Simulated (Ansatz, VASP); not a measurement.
## Two plane-wave programs on BN

```
CELL_PARAMETERS angstrom
0.00000 1.78994 1.78994
1.78994 0.00000 1.78994
1.78994 1.78994 0.00000
ATOMIC_POSITIONS crystal
B 0.00000 0.00000 0.00000
N 0.25000 0.25000 0.25000
```

The cell is a database's computed one.

Alike in both runs: task relaxation of cell and atoms; functional LDA; k mesh 16 × 16 × 16; occupations gaussian, width 0.02 eV; no spin polarisation.

```csv
,VASP,Ansatz
version,VASP 6.6.1,Ansatz 0.2.0
potentials or method,"VASP PAW LDA potentials, release 64 (B, N)","scalar-relativistic, plane waves, PAW"
plane-wave cutoff (eV),600,420
valence electrons in the cell,8,8
```

```tsv
	VASP	Ansatz	Ansatz less VASP
gap on the k mesh at the Fermi level, each at its own relaxed structure (eV)	4.38	4.39	+0.014
relaxed volume (Å³/atom)	5.75	5.73	-0.014
relaxed cell length with the largest relative difference (Å)	2.533	2.531	-0.0020
```

Ansatz warned: «pseudo_functional_mismatch».

A k mesh can miss the band edges. A hybrid or GW would open this gap; LDA tends to underestimate it.
